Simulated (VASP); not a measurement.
## Sn: single point with PBE+D3(BJ)

The system is Sn.

```
Sn
1.0
    -2.93130    2.93130    1.58269
     2.93130   -2.93130    1.58269
     2.93130    2.93130   -1.58269
Sn
2
Direct
  0.00000 0.00000 0.00000
  0.75000 0.25000 0.50000
```

The cell isn't the ideal one: relaxed again under DFT PBE+D3(BJ), scalar-relativistic, plane waves, PAW.

| Item | Value |
| --- | --- |
| Program | VASP 6.6.1 |
| Task | single point |
| Functional | PBE |
| Dispersion | D3(BJ) |
| Potentials or basis | VASP PAW PBE potentials, release 64 (Sn_d) |
| Cutoff | 520 eV |
| k mesh | 16 × 16 × 16 |
| Occupations | gaussian, width 0.1 eV |
| Spin | no spin polarisation |
| Dipole correction | no |
| Further INCAR settings | ALGO = Fast; EDIFF = 1e-06; NBANDS = 21 |

| Quantity | Value |
| --- | --- |
| Pressure | -0.1 GPa |
| Band gap on the k mesh | none (metal or under the smearing width) |
| Dispersion energy per atom | -0.389 eV |

Levels at points of the mesh, in eV from the Fermi level:
```csv
k point,band 11,band 12,band 13,band 14,band 15,band 16,band 17,band 18
"(0.00, 0.00, 0.00)",-11.13,-3.74,-2.02,-2.02,2.93,6.13,6.13,6.95
"(0.50, 0.00, 0.00)",-6.87,-5.37,-2.34,-1.74,-1.11,2.25,2.83,4.64
"(0.50, 0.50, 0.00)",-8.91,-8.91,0.54,0.54,1.50,1.50,6.14,6.14
"(0.50, 0.50, 0.50)",-7.60,-7.60,-4.81,-4.81,5.18,5.18,9.24,9.24
```

It took 6.9 min on 1 thread of Intel(R) Xeon(R) Platinum 8259CL CPU @ 2.50GHz (Skylake/Cascade Lake) (shared host), peak memory 0.44 GiB.

Caveat: pairwise dispersion overbinds metals, which lowers pressure and volume.
